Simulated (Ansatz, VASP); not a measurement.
## Ga in VASP and in Ansatz

```
Ga
1.0
     1.43040   -4.01006    0.00000
     1.43040    4.01006    0.00000
     0.00000    0.00000    3.12716
Ga
2
Direct
  0.13300 0.86700 0.75000
  0.86700 0.13300 0.25000
```

Change from the starting cell: volume scaled by 0.96.

Alike in both runs: task single point; functional PBE; k mesh 10 × 10 × 8; occupations fermi-dirac, width 0.05 eV; no spin polarisation.

```csv
,VASP,Ansatz
version,VASP 6.6.1,Ansatz 0.2.0
potentials or method,"VASP PAW PBE potentials, release 64 (Ga_d), cutoff 520 eV","all-electron LAPW, scalar-relativistic"
```

VASP gave:

| Quantity | Value |
| --- | --- |
| gap on the k mesh at the Fermi level (eV) | none |
| pressure (GPa) | 4.1 |
| largest component of the traceless stress (GPa) | 2.37 |
| rms of the force components (eV/Å) | 0.134 |

Question: Which values does Ansatz return?

Answer: gap on the k mesh at the Fermi level (eV): none; pressure (GPa): 4.0; largest component of the traceless stress (GPa): 2.35; rms of the force components (eV/Å): 0.131.

Atom by atom the forces differ by 0.003 eV/Å (rms over components). A gap of «none» marks a metal or a gap that the smearing closes. Ansatz ran all-electron here, so the differences hold the error of VASP's frozen core and of both bases.
